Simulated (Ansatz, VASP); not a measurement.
## Mg in VASP and in Ansatz

```xyz
2
Lattice="3.6712 0.0000 0.0000 0.0000 3.6712 0.0000 0.0682 0.0000 3.4098" Properties=species:S:1:pos:R:3 pbc="T T T"
Mg    0.0000    0.0000    0.0000
Mg    1.8697    1.8356    1.7049
```

Change from the starting cell: shear of c along a, cell held, atoms relaxed: +2.0 %.

Alike in both runs: task single point; functional PBE; k mesh 12 × 12 × 12; occupations gaussian, width 0.1 eV; no spin polarisation.

|  | VASP | Ansatz |
| --- | --- | --- |
| version | VASP 6.6.1 | Ansatz 0.2.0 |
| potentials or method | VASP PAW PBE potentials, release 64 (Mg) | scalar-relativistic, plane waves, PAW |
| plane-wave cutoff (eV) | 520 | 420 |
| valence electrons in the cell | 4 | 20 |

VASP gave:

| Property | Result |
| --- | --- |
| gap on the k mesh at the Fermi level (eV) | none |
| pressure (GPa) | -0.2 |
| largest component of the traceless stress (GPa) | 0.53 |

Q: Estimate Ansatz's values.

A: gap on the k mesh at the Fermi level (eV): none; pressure (GPa): 0.0; largest component of the traceless stress (GPa): 0.53.

A gap of «none» marks a metal or a gap that the smearing closes. The two sets of potentials don't hold the same shells in valence.
